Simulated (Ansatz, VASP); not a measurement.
**Two plane-wave programs on C3N**

```
CELL_PARAMETERS angstrom
4.96719 0.00000 0.00000
-2.48360 4.30171 0.00000
0.00000 0.00000 2.29443
ATOMIC_POSITIONS crystal
C 0.15791 0.31582 0.25000
C 0.15791 0.84209 0.25000
C 0.68418 0.84209 0.25000
C 0.84209 0.68418 0.75000
C 0.84209 0.15791 0.75000
C 0.31582 0.15791 0.75000
N 0.33333 0.66667 0.75000
N 0.66667 0.33333 0.25000
```

Change from the starting cell: species swapped into the InRh3 type (P6_3/mmc, No. 194).

Alike in both runs: functional PBE; k mesh 6 × 6 × 6; occupations gaussian, width 0.1 eV; no spin polarisation.

Ansatz relaxed the structure, and its values are those at the end. VASP's run is a single point on that final structure, the one shown.

|  | VASP | Ansatz |
| --- | --- | --- |
| version | VASP 6.6.1 | Ansatz 0.2.0 |
| potentials or method | VASP PAW PBE potentials, release 64 (C, N) | scalar-relativistic, plane waves, PAW |
| plane-wave cutoff (eV) | 520 | 420 |
| valence electrons in the cell | 34 | 34 |

```tsv
	VASP	Ansatz	Ansatz less VASP
gap on the k mesh at the Fermi level (eV)	none	none	-
pressure (GPa)	0.1	0.0	-0.15
rms of the force components (eV/Å)	0.001	0.005	+0.0035
```

A gap of «none» marks a metal or a gap that the smearing closes. With one functional, cell and mesh, what is left measures potentials, basis and numerics.

Caveats: the k mesh is coarse (spacing up to 0.46 Å⁻¹), so the values aren't converged.
